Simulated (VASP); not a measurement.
Nb under changes of volume

One of the cells (19.300 Å³/atom); the others are scaled copies at fixed shape and fractional positions:

```
Nb
1.0
     0.00000    2.12901    2.12901
     2.12901    0.00000    2.12901
     2.12901    2.12901    0.00000
Nb
1
Direct
  0.00000 0.00000 0.00000
```

This isn't the form of Nb at room conditions, which is bcc.

- Program: VASP 6.6.1
- Functional: PBEsol
- Potentials or basis: VASP PAW PBE potentials, release 64 (Nb_sv)
- Cutoff: 520 eV
- k mesh: 11 × 11 × 11
- Occupations: fermi-dirac, width 0.05 eV
- Spin: no spin polarisation

```csv
volume (Å³/atom),energy over the lowest point (meV/atom),pressure (GPa)
17.786,?,?
18.165,0.00,-1.1
18.543,6.56,-4.6
19.300,42.39,-10.4
19.679,70.13,-12.9
20.057,103.50,-15.2
```

Q: What does the run at 17.786 Å³/atom give?

A: Energy over the lowest point 2.08 meV/atom; pressure 2.7 GPa.

Worked out: A Birch-Murnaghan fit of order 3 (a polynomial in V^(-2/3)) to the other rows has its minimum at 18.06 Å³/atom, just outside them, with B0 = V·E''(V) = 181 GPa and B' = 4.2. It gives 2.14 meV/atom at 17.786 Å³/atom, against the run's 2.08, and -dE/dV = 2.9 GPa, against 2.7.

Energies are extrapolated to zero smearing.

Caveats: the PAW data sets were made with another functional, which shifts forces and pressure a little.
